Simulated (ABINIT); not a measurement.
# InAs (F-43m) in ABINIT: convergence with k mesh

Aim: find how far k mesh must go before the results for InAs settle, at PBE. This setting moves, with any that are tied to it; all else stays.

All numbers are computed with ABINIT 10.8.3 (patched build); they aren't measurements. Logs are shortened: lines on timing, memory, paths and dates and some standing lists are left out, and cuts for length are marked. The log counts tension as positive stress, the text compression.

## Step 1: The structure

It takes space group F-43m (No. 216, cubic). Conventional cell: a = 6.036 Å, b = 6.036 Å, c = 6.036 Å, α = 90.00°, β = 90.00°, γ = 90.00°. In (site symmetry -43m) has 4 As at 2.61 Å as nearest neighbours. As (site symmetry -43m) has 4 In at 2.61 Å as nearest neighbours.

## Step 2: With k mesh 2 × 2 × 2

The input, run.abi:

```
# Pseudopotentials
pp_dirpath "./"
pseudos "In.GGA_PBE-JTH_sp.xml, As.GGA_PBE-JTH_sp.xml"

# Structure
acell 4.2680965312 4.2680965312 4.2680965312 Angstrom
rprim
     0.0000000000     0.7071067812     0.7071067812
     0.7071067812     0.0000000000     0.7071067812
     0.7071067812     0.7071067812     0.0000000000
ntypat 2
znucl 49 33
natom 2
typat 1 2
xred
     0.0000000000     0.0000000000     0.0000000000
     0.7500000000     0.7500000000     0.7500000000

# Plane-wave basis
ecut 22.0
pawecutdg 44.0
pawxcdev 0

# k points
kptopt 1
ngkpt 2 2 2
nshiftk 1
shiftk 0.0 0.0 0.0

# Exchange and correlation
ixc 11

# Bands and occupations
nband 8
occopt 3
tsmear 0.00183747

# SCF cycle
nstep 100
tolvrs 1.0e-9

# Output
iomode 3
prtwf 0
prtden 0
prteig 0
prtebands 0
prtvol 2
```

Potentials or basis: JTH PAW PBE v2.0 sp.

Command:

```bash
abinit run.abi > log 2>&1
```

Wall time 3.9 s (1 thread of Arm Neoverse V1, shared host); peak memory 0.11 GiB.

The run converged. Its results:

| Property | Result |
| --- | --- |
| Free energy | -229.5637 eV |
| Pressure | 13.8 GPa |
| Band gap on the k mesh | none (metal or under the smearing width) |

## Step 3: With k mesh 4 × 4 × 4

Edit run.abi of step 2 so:

```diff
@@ -25,3 +25,3 @@
 kptopt 1
-ngkpt 2 2 2
+ngkpt 4 4 4
 nshiftk 1
```

Potentials or basis: JTH PAW PBE v2.0 sp.

Command:

```bash
abinit run.abi > log 2>&1
```

Run time: 5.8 s. Hardware: 1 thread of Arm Neoverse V1, shared host; peak memory 0.11 GiB.

It converged, with:

- Free energy: -231.4333 eV
- Pressure: 6.2 GPa
- Band gap on the k mesh: none (metal or under the smearing width)

## Step 4: With k mesh 5 × 5 × 5

Edit run.abi of step 3 so:

```diff
@@ -25,3 +25,3 @@
 kptopt 1
-ngkpt 4 4 4
+ngkpt 5 5 5
 nshiftk 1
```

Command:

```bash
abinit run.abi > log 2>&1
```

It took 6.9 s on 1 thread of Arm Neoverse V1, shared host; peak memory 0.11 GiB.

The run converged. Its results:

```yaml
Free_energy: -231.5244 eV
Pressure: 5.8 GPa
Band_gap_on_the_k_mesh: none (metal or under the smearing width)
```

## Step 5: With k mesh 6 × 6 × 6

Edit run.abi of step 4 so:

```diff
@@ -25,3 +25,3 @@
 kptopt 1
-ngkpt 5 5 5
+ngkpt 6 6 6
 nshiftk 1
```

Command:

```bash
abinit run.abi > log 2>&1
```

Run time: 9.1 s. Hardware: 1 thread of Arm Neoverse V1, shared host; peak memory 0.12 GiB.

It converged, with:

```
Free energy            : -231.5541 eV
Pressure               : 5.7 GPa
Band gap on the k mesh : none (metal or under the smearing width)
```

## Step 6: With k mesh 7 × 7 × 7

Edit run.abi of step 5 so:

```diff
@@ -25,3 +25,3 @@
 kptopt 1
-ngkpt 6 6 6
+ngkpt 7 7 7
 nshiftk 1
@@ -47,2 +47 @@
 prtebands 0
-prtvol 2
```

Potentials or basis: JTH PAW PBE v2.0 sp.

Command:

```bash
abinit run.abi > log 2>&1
```

It took 12 s on 1 thread of Arm Neoverse V1, shared host; peak memory 0.12 GiB.

Results (log left out):

```
Free energy            : -231.5651 eV
Pressure               : 5.6 GPa
Band gap on the k mesh : none (metal or under the smearing width)
```

## Step 7: With k mesh 8 × 8 × 8

Edit run.abi of step 6 so:

```diff
@@ -25,3 +25,3 @@
 kptopt 1
-ngkpt 7 7 7
+ngkpt 8 8 8
 nshiftk 1
```

Command:

```bash
abinit run.abi > log 2>&1
```

Wall time 14 s (1 thread of Arm Neoverse V1, shared host); peak memory 0.13 GiB.

Results (log left out):

```yaml
Free_energy: -231.5696 eV
Pressure: 5.6 GPa
Band_gap_on_the_k_mesh: none (metal or under the smearing width)
```

## Step 8: With k mesh 10 × 10 × 10

Edit run.abi of step 7 so:

```diff
@@ -25,3 +25,3 @@
 kptopt 1
-ngkpt 8 8 8
+ngkpt 10 10 10
 nshiftk 1
```

Command:

```bash
abinit run.abi > log 2>&1
```

Run time: 21 s. Hardware: 1 thread of Arm Neoverse V1, shared host; peak memory 0.14 GiB.

Results (log left out):

```
Free energy            : -231.5725 eV
Pressure               : 5.6 GPa
Band gap on the k mesh : none (metal or under the smearing width)
```

## Step 9: With k mesh 12 × 12 × 12

Edit run.abi of step 8 so:

```diff
@@ -25,3 +25,3 @@
 kptopt 1
-ngkpt 10 10 10
+ngkpt 12 12 12
 nshiftk 1
```

Potentials or basis: JTH PAW PBE v2.0 sp.

Command:

```bash
abinit run.abi > log 2>&1
```

run.abo:

```text
.Version 10.8.3 of ABINIT
 Symmetries : space group F-4 3 m (#216); Bravais cF (face-center cubic)
================================================================================
 Values of the parameters that define the memory need of the present run
     intxc =       0    ionmov =       0      iscf =      17    lmnmax =      13
     lnmax =       5     mgfft =      36  mpssoang =       3    mqgrid =    3001
     natom =       2  nloc_mem =       2    nspden =       1   nspinor =       1
    nsppol =       1      nsym =      24    n1xccc =       1    ntypat =       2
    occopt =       3   xclevel =       2
       mpw =        1853          nfft =       46656          nkpt =          72
 PAW method is used; the additional fine FFT grid is defined by:
   mgfftf=        50    nfftf =    125000
================================================================================
================================================================================

--------------------------------------------------------------------------------
------------- Echo of variables that govern the present computation ------------
--------------------------------------------------------------------------------
 -outvars: echo values of preprocessed input variables --------
            acell      8.0655335229E+00  8.0655335229E+00  8.0655335229E+00 Bohr
              amu      1.14820000E+02  7.49215900E+01
             ecut      2.20000000E+01 Hartree
                       outvar_i_n : Printing only first  50 k-points.
              ixc          11
                       outvar_i_n : Printing only first  50 k-points.
         kptrlatt       12    0    0      0   12    0      0    0   12
          kptrlen      9.67864023E+01
            natom           2
            nband           8
            ngfft          36      36      36
          ngfftdg          50      50      50
             nkpt          72
            nstep         100
             nsym          24
           ntypat           2
                       prtocc : prtvol=0, do not print more k-points.
           occopt           3
        pawecutdg      4.40000000E+01 Hartree
         pawxcdev           0
           prtden           0
        prtebands           0
           prteig           0
            prtwf           0
            rprim      0.0000000000E+00  7.0710678120E-01  7.0710678120E-01
                       7.0710678120E-01  0.0000000000E+00  7.0710678120E-01
                       7.0710678120E-01  7.0710678120E-01  0.0000000000E+00
          spgroup         216
           tolvrs      1.00000000E-09
           tsmear      1.83747000E-03 Hartree
            typat      1  2
           useylm           1
                       outvars : Printing only first  50 k-points.
           xangst      0.0000000000E+00  0.0000000000E+00  0.0000000000E+00
                       4.5270000000E+00  4.5270000000E+00  4.5270000000E+00
            xcart      0.0000000000E+00  0.0000000000E+00  0.0000000000E+00
                       8.5547901721E+00  8.5547901721E+00  8.5547901721E+00
             xred      0.0000000000E+00  0.0000000000E+00  0.0000000000E+00
                       7.5000000000E-01  7.5000000000E-01  7.5000000000E-01
            znucl       49.00000   33.00000

================================================================================

 chkinp: Checking input parameters for consistency.

================================================================================
== DATASET  1 ==================================================================

--- !DatasetInfo
iteration_state: {dtset: 1, }
dimensions: {natom: 2, nkpt: 72, mband: 8, nsppol: 1, nspinor: 1, nspden: 1, mpw: 1853, }
cutoff_energies: {ecut:  22.0, pawecutdg:  44.0, }
electrons: {nelect:   8.00000000E+00, charge:   0.00000000E+00, occopt:   3.00000000E+00, tsmear:   1.83747000E-03, }
meta: {optdriver: 0, ionmov: 0, optcell: 0, iscf: 17, paral_kgb: 0, }
...
[... 80 lines left out ...]
etotal    :  -8.51015937E+00
entropy   :   0.00000000E+00
fermie    :  -1.72866478E-02
cartesian_stress_tensor: # hartree/bohr^3
- [ -1.90194551E-04,   0.00000000E+00,   0.00000000E+00, ]
- [  0.00000000E+00,  -1.90194551E-04,   0.00000000E+00, ]
- [  0.00000000E+00,   0.00000000E+00,  -1.90194551E-04, ]
pressure_GPa:   5.5957E+00
xred      :
- [  0.0000E+00,   0.0000E+00,   0.0000E+00, In]
- [  7.5000E-01,   7.5000E-01,   7.5000E-01, As]
cartesian_forces: # hartree/bohr
- [  1.18032347E-29,   5.90161733E-30,  -1.18032347E-29, ]
- [ -1.18032347E-29,  -5.90161733E-30,   1.18032347E-29, ]
force_length_stats: {min:   1.77048520E-29, max:   1.77048520E-29, mean:   1.77048520E-29, }
...

 Integrated electronic density in atomic spheres:
 ------------------------------------------------
 Atom  Sphere_radius  Integrated_density
    1        2.90115          2.30574436
    2        2.10392          2.71608117

================================================================================

 ----iterations are completed or convergence reached----

 Mean square residual over all n,k,spin=   37.319E-10; max=  91.983E-08
 reduced coordinates (array xred) for    2 atoms
       0.000000000000      0.000000000000      0.000000000000
       0.750000000000      0.750000000000      0.750000000000
 rms dE/dt=  8.6905E-29; max dE/dt=  2.0195E-28; dE/dt below (all hartree)
    1       0.000000000000      0.000000000000      0.000000000000
    2      -0.000000000000      0.000000000000      0.000000000000

 cartesian coordinates (angstrom) at end:
    1      0.00000000000000     0.00000000000000     0.00000000000000
    2      4.52700000004158     4.52700000004158     4.52700000004158

 cartesian forces (hartree/bohr) at end:
    1      0.00000000000000     0.00000000000000    -0.00000000000000
    2     -0.00000000000000    -0.00000000000000     0.00000000000000
 frms,max,avg= 1.0221901E-29 1.1803235E-29   0.000E+00  0.000E+00  0.000E+00 h/b

 cartesian forces (eV/Angstrom) at end:
    1      0.00000000000000     0.00000000000000    -0.00000000000000
    2     -0.00000000000000    -0.00000000000000     0.00000000000000
 frms,max,avg= 5.2563129E-28 6.0694673E-28   0.000E+00  0.000E+00  0.000E+00 e/A
 length scales=  8.065533522905  8.065533522905  8.065533522905 bohr
              =  4.268096531200  4.268096531200  4.268096531200 angstroms
 Fermi (or HOMO) energy (hartree) =  -0.01729   Average Vxc (hartree)=  -0.33408
 Eigenvalues (hartree) for nkpt=  72  k points:
 kpt#   1, nband=  8, wtk=  0.00058, kpt=  0.0000  0.0000  0.0000 (reduced coord)
  -0.45769   -0.02430   -0.02085   -0.02085   -0.02085    0.12515    0.12515    0.12515
      occupation numbers for kpt#   1
   2.00000    1.95699    1.74863    1.74863    1.74863    0.00000    0.00000    0.00000
 prteigrs : prtvol=0 or 1, do not print more k-points.

--- !EnergyTerms
iteration_state     : {dtset: 1, }
comment             : Components of total free energy in Hartree
kinetic             :  2.96837894058517E+00
hartree             :  9.29639785359208E-01
xc                  : -1.01187950132976E+01
Ewald energy        : -7.88783473943380E+00
psp_core            :  1.39996823098516E+00
local_psp           : -2.53023046819092E+00
PAW spherical_terms :  6.72871532361851E+00
internal            : -8.51015794037427E+00
'-kT*entropy'       : -9.06528927074499E-06
total_energy        : -8.51016700566354E+00
total_energy_eV     : -2.31573441408914E+02
...

--- !EnergyTermsDC
iteration_state     : {dtset: 1, }
comment             : '"Double-counting" decomposition of free energy'
band_energy         : -1.59250558018018E+00
Ewald energy        : -7.88783473943380E+00
psp_core            :  1.39996823098516E+00
xc_dc               : -7.04221812280602E+00
PAW spherical_terms :  6.61243990891281E+00
internal            : -8.51015030252203E+00
'-kT*entropy'       : -9.06528927074499E-06
total_energy_dc     : -8.51015936781130E+00
total_energy_dc_eV  : -2.31573233572367E+02
...

--- !EnergyTermsWithPAWCore
iteration_state     : {dtset: 1, }
comment             : 'Components of total free energy, including PAW core contributions'
Total energy        : -8.14272120796755E+03
Total energy DC     : -8.14272120032970E+03
Total energy (eV)   : -2.21574731883346E+05
Total energy DC (eV): -2.21574731675510E+05
...

 Cartesian components of stress tensor (hartree/bohr^3)
  sigma(1 1)= -1.90194551E-04  sigma(3 2)=  0.00000000E+00
  sigma(2 2)= -1.90194551E-04  sigma(3 1)=  0.00000000E+00
  sigma(3 3)= -1.90194551E-04  sigma(2 1)=  0.00000000E+00

-Cartesian components of stress tensor (GPa)         [Pressure=  5.5957E+00 GPa]
- sigma(1 1)= -5.59571688E+00  sigma(3 2)=  0.00000000E+00
- sigma(2 2)= -5.59571688E+00  sigma(3 1)=  0.00000000E+00
- sigma(3 3)= -5.59571688E+00  sigma(2 1)=  0.00000000E+00

== END DATASET(S) ==============================================================
================================================================================

 -outvars: echo values of variables after computation  --------
            acell      8.0655335229E+00  8.0655335229E+00  8.0655335229E+00 Bohr
           etotal     -8.5101593678E+00
            fcart      1.1803234660E-29  5.9016173300E-30 -1.1803234660E-29
                      -1.1803234660E-29 -5.9016173300E-30  1.1803234660E-29
            rprim      0.0000000000E+00  7.0710678120E-01  7.0710678120E-01
                       7.0710678120E-01  0.0000000000E+00  7.0710678120E-01
                       7.0710678120E-01  7.0710678120E-01  0.0000000000E+00
           strten     -1.9019455090E-04 -1.9019455090E-04 -1.9019455090E-04
                       0.0000000000E+00  0.0000000000E+00  0.0000000000E+00
           xangst      0.0000000000E+00  0.0000000000E+00  0.0000000000E+00
                       4.5270000000E+00  4.5270000000E+00  4.5270000000E+00
             xred      0.0000000000E+00  0.0000000000E+00  0.0000000000E+00
                       7.5000000000E-01  7.5000000000E-01  7.5000000000E-01
 Calculation completed.
```

It took 31 s on 1 thread of Arm Neoverse V1, shared host; peak memory 0.16 GiB.

Results:

* Free energy: -231.5732 eV
* Pressure: 5.6 GPa
* Band gap on the k mesh: none (metal or under the smearing width)

## Step 10: Result

| k mesh | energy less the tightest run, at zero smearing (meV/atom) | pressure (GPa) | SCF cycles | CPU time (s) | peak memory (GiB) |
| --- | --- | --- | --- | --- | --- |
| 2 × 2 × 2 | 1010.89 | 13.80 | 10 | 3.8 | 0.11 |
| 4 × 4 × 4 | 70.72 | 6.20 | 10 | 5.8 | 0.11 |
| 5 × 5 × 5 | 24.76 | 5.81 | 10 | 6.9 | 0.11 |
| 6 × 6 × 6 | 9.74 | 5.68 | 10 | 9 | 0.12 |
| 7 × 7 × 7 | 4.18 | 5.64 | 11 | 12 | 0.12 |
| 8 × 8 × 8 | 1.90 | 5.62 | 10 | 14 | 0.13 |
| 10 × 10 × 10 | 0.39 | 5.60 | 10 | 21 | 0.14 |
| 12 × 12 × 12 | 0.00 | 5.60 | 10 | 31 | 0.16 |

Against the tightest run, the energy stays within 1 meV/atom from 10 × 10 × 10 on; the pressure stays within 0.1 GPa from 6 × 6 × 6 on. Meshes of other sizes hit other points, so gaps and Fermi surfaces needn't settle smoothly. The tightest run that finished is the yardstick and may itself not be fully converged.

Caveats: this set keeps more shells in the core, which shifts pressures and gaps; the atomic spheres overlap.
